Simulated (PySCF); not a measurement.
Two species compared at the same levels of theory.

First species: C8H13N.
InChI=1S/C8H13N/c1-2-7-9(6-1)8-4-3-5-8/h1-2,8H,3-7H2

Second species: C7H8O.
InChI=1S/C7H8O/c8-6-7-4-2-1-3-5-7/h1-5,8H,6H2

Levels: PBE0/def2-SVPD for HOMO energy, LUMO energy, HOMO–LUMO gap and static isotropic polarisability; TDDFT PBE0/def2-SVPD for lowest singlet excitation; TDA PBE0/def2-SVPD for lowest triplet excitation (Tamm–Dancoff); ΔSCF PBE0/def2-SVPD for vertical ionisation energy. Geometries: PBE0-D3(BJ)/def2-SVP. All species are isolated and taken at one optimised geometry, non-relativistic unless stated. Electronic properties by PySCF.

Dipoles, sizes and rotational constants follow the conformer. The torsions of the flexible species, by atom-mapped SMILES:
- `[OH:1][CH2:2][c:3]1[cH:4][cH:5][cH:6][cH:7][cH:8]1`: O1–C2–C3–C4 -29°, H–O1–C2–C3 -56°

The conformers of `C1=CCN(C2CCC2)C1` aren't listed.

Problem. Which of the two has the higher S1 energy, and by how much?

Solution. The second: 5.37 eV against 5.01 eV, a difference of 0.36 eV.

Problem. Which has the higher T1 energy?

Solution. The first: 4.14 eV against 4.03 eV, a difference of 0.11 eV.

Problem. Which has the higher vertical ionisation energy?

Solution. The second: 8.96 eV against 7.67 eV, a difference of 1.29 eV.

Problem. Which has the higher HOMO energy?

Solution. The first: -5.86 eV against -7.15 eV, a difference of 1.29 eV.

Problem. Which of the two has the higher HOMO–LUMO gap, and by how much?

Solution. The second: 6.75 eV against 6.26 eV, a difference of 0.49 eV.

Problem. Which of the two has the higher static isotropic polarisability, and by how much?

Solution. The first: 98.9 au against 84.9 au, a difference of 14.0 au.

Problem. Which has the higher LUMO energy?

Solution. The first: 0.40 eV against -0.40 eV, a difference of 0.80 eV.

On the first: The ΔSCF ionisation energy exceeds −ε(HOMO) by 1.81 eV with PBE0. S1 lies 1.25 eV below the HOMO–LUMO gap; its leading configuration is HOMO→LUMO, weight 0.99.

On the second: In wavenumbers S1 is 43300 cm⁻¹ (1 eV = 8065.54 cm⁻¹). S1 lies 1.38 eV below the HOMO–LUMO gap.
